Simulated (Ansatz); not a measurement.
Level of theory: DFT PBE, scalar-relativistic, plane waves, PAW in Ansatz 0.2.0. All cells share a 420 eV cutoff and Γ-centred k meshes spaced at most about 0.3 Å⁻¹ (about 0.25 or finer for metals, 2π included). No spin polarisation.

These are static total energies at zero pressure.

Two relaxed structures of CdHg5Te6:

A.

Space group P-3m1 (No. 164). a = 4.342 Å, b = 4.342 Å, c = 21.280 Å, α = 90.00°, β = 90.00°, γ = 120.00°
| atom | site | symmetry | x | y | z |
| --- | --- | --- | --- | --- | --- |
| Cd | 1a | -3m. | 0.0000 | 0.0000 | 0.0000 |
| Hg | 2d | 3m. | 0.6667 | 0.3333 | 0.6671 |
| Hg | 1b | -3m. | 0.0000 | 0.0000 | 0.5000 |
| Hg | 2d | 3m. | 0.6667 | 0.3333 | 0.1671 |
| Te | 2d | 3m. | 0.3333 | 0.6667 | 0.5832 |
| Te | 2c | 3m. | 0.0000 | 0.0000 | 0.2502 |
| Te | 2d | 3m. | 0.3333 | 0.6667 | 0.0813 |

B.

Space group P4/mmm (No. 123). a = 4.334 Å, b = 4.334 Å, c = 18.465 Å, α = 90.00°, β = 90.00°, γ = 90.00°
| atom | site | symmetry | x | y | z |
| --- | --- | --- | --- | --- | --- |
| Cd | 1d | 4/mmm | 0.5000 | 0.5000 | 0.5000 |
| Hg | 1a | 4/mmm | 0.0000 | 0.0000 | 0.0000 |
| Hg | 2h | 4mm | 0.5000 | 0.5000 | 0.1663 |
| Hg | 2g | 4mm | 0.0000 | 0.0000 | 0.3341 |
| Te | 2g | 4mm | 0.0000 | 0.0000 | 0.1692 |
| Te | 2h | 4mm | 0.5000 | 0.5000 | 0.3376 |
| Te | 1b | 4/mmm | 0.0000 | 0.0000 | 0.5000 |
| Te | 1c | 4/mmm | 0.5000 | 0.5000 | 0.0000 |

Problem. Which arrangement of the elements on these sites is preferred, and by what margin?

Solution. B is lower, by 8 meV/atom. The two share one framework of sites and differ in which element sits where. A has Cd and Hg ordered on rock salt sites, space group P-3m1 (No. 164), 29.0 Å³/atom and no gap on its mesh; B has Cd and Hg ordered on rock salt sites, space group P4/mmm (No. 123), 28.9 Å³/atom and no gap. Counting Te atoms around Cd and Hg (those within 1.25 times the shortest such distance or 1.15 times the sum of covalent radii, 1.27 where that leaves under three), A and B both have Cd 6, Hg 6. In A, Cd is surrounded by 6 Te at 3.05 Å; Hg on a site of symmetry 3m is surrounded by 6 Te at 3.06–3.08 Å; around Te on its first site lie 6 Hg at 3.07–3.08 Å; 4 more sites not described. In B, Cd is surrounded by 6 Te at 3.00–3.06 Å; around Hg on a site of symmetry 4/mmm lie 6 Te at 3.06–3.12 Å; around Te on a site of symmetry 4mm lie 6 Hg at 3.04–3.12 Å; 5 more sites not described. Both come from invented guesses.

For metals, differences of a few meV/atom aren't resolved. Spin–orbit coupling, which can matter for Hg and Te, is left out. Cells relaxed within their symmetry can be saddle points.
